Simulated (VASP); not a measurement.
**Li: relaxation of cell and atoms with PBE**

Crystal: Li.

```
Li
1.0
    -1.75465    1.75465    1.75465
     1.75465   -1.75465    1.75465
     1.75465    1.75465   -1.75465
Li
1
Direct
  0.00000 0.00000 0.00000
```

```json
{
 "Program": "VASP 6.6.1",
 "Task": "relaxation of cell and atoms",
 "Functional": "PBE",
 "Potentials or basis": "VASP PAW PBE potentials, release 64 (Li_sv)",
 "Cutoff": "600 eV",
 "k mesh": "16 × 16 × 16",
 "Occupations": "gaussian, width 0.1 eV",
 "Spin": "no spin polarisation",
 "Dipole correction": "no",
 "Further INCAR settings": "ALGO = Normal; EDIFF = 1e-07; IBRION = 2; EDIFFG = -0.005; NSW = 100; ISIF = 3"
}
```

| Property | Result |
| --- | --- |
| Relaxed volume | 20.03 Å³/atom |
| Relaxed cell | a = 2.963 Å, b = 2.963 Å, c = 2.963 Å, α = 109.47°, β = 109.47°, γ = 109.47° |
| Space group after relaxing (to 0.05 Å) | Im-3m (No. 229) |
| Energy gained by relaxing | 4.7 meV/atom |
| Ionic steps | 4 |
| Pressure after relaxing | 0.0 GPa |
| Band gap on the k mesh | none (metal or under the smearing width) |

The path:
```tsv
step	energy change (eV)	largest force (eV/Å)	pressure (GPa)	volume (Å³)
1	0.0000	0.0000	-0.90	21.61
2	-0.0019	0.0000	-0.71	21.23
3	-0.0047	0.0000	-0.08	20.16
4	-0.0047	0.0000	0.01	20.03
```

Final structure:
```cif
data_structure
_symmetry_space_group_name_H-M 'P 1'
_symmetry_Int_Tables_number 1
_cell_length_a 2.9631
_cell_length_b 2.9631
_cell_length_c 2.9631
_cell_angle_alpha 109.471
_cell_angle_beta 109.471
_cell_angle_gamma 109.471
_cell_volume 20.03
loop_
_atom_site_label
_atom_site_type_symbol
_atom_site_fract_x
_atom_site_fract_y
_atom_site_fract_z
_atom_site_occupancy
Li1 Li 0.00000 0.00000 0.00000 1
```

Levels at points of the mesh, in eV from the Fermi level:
```
           k point  band 1  band 2  band 3  band 4
(0.00, 0.00, 0.00)  -46.50   -3.57   14.74   14.74
(0.50, 0.00, 0.00)  -46.48    0.25    3.30   10.46
(0.50, 0.50, 0.50)  -46.46    5.57    5.57    5.57
```

Wall time 15 s on 1 thread of Intel(R) Xeon(R) Platinum 8559C (Emerald Rapids) (shared host), peak memory 0.13 GiB.

Caveat: the cutoff is under 1.25 times the usual one of these potentials, so pressure, stress and relaxed cells hold a basis-set (Pulay) error.
